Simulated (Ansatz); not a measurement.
AlN, 2 atoms in the cell. Symmetry: F-43m, No. 216, cubic system. The conventional cell has a = 4.368 Å, b = 4.368 Å, c = 4.368 Å, α = 90.00°, β = 90.00°, γ = 90.00°. Around Al (site symmetry -43m) lie 4 N at 1.89 Å. N (site symmetry -43m) is surrounded by 4 Al at 1.89 Å. Measurements of this composition are mostly on another form, of space group No. 186.

```yaml
Program: Ansatz 0.2.0
Task: single point
Functional: PBE
Potentials_or_basis: all-electron LAPW, scalar-relativistic
Cutoff: 378 eV (chosen from the basis error)
Basis_error_allowed: 0.001 eV/atom
k_mesh: 10 × 10 × 10
Occupations: gaussian, width 0.021 eV
Spin: no spin polarisation
```

Potentials or basis: all-electron LAPW, scalar-relativistic.

Command:

```bash
$ ansatz run input.yaml --threads 1 --pin off --max-ram 3072MiB --backend cpu --events-out ev --progress --plain --runs-dir out
```

Hardware: 1 thread of Arm Neoverse V1 (shared host).

Problem. How long does it take, and how much memory?

Solution. It took 8.4 s on 1 thread of Arm Neoverse V1, on a shared host, peak memory 0.25 GiB. Counts: scf iterations 7, plane waves 331, k points 47, bands 13.
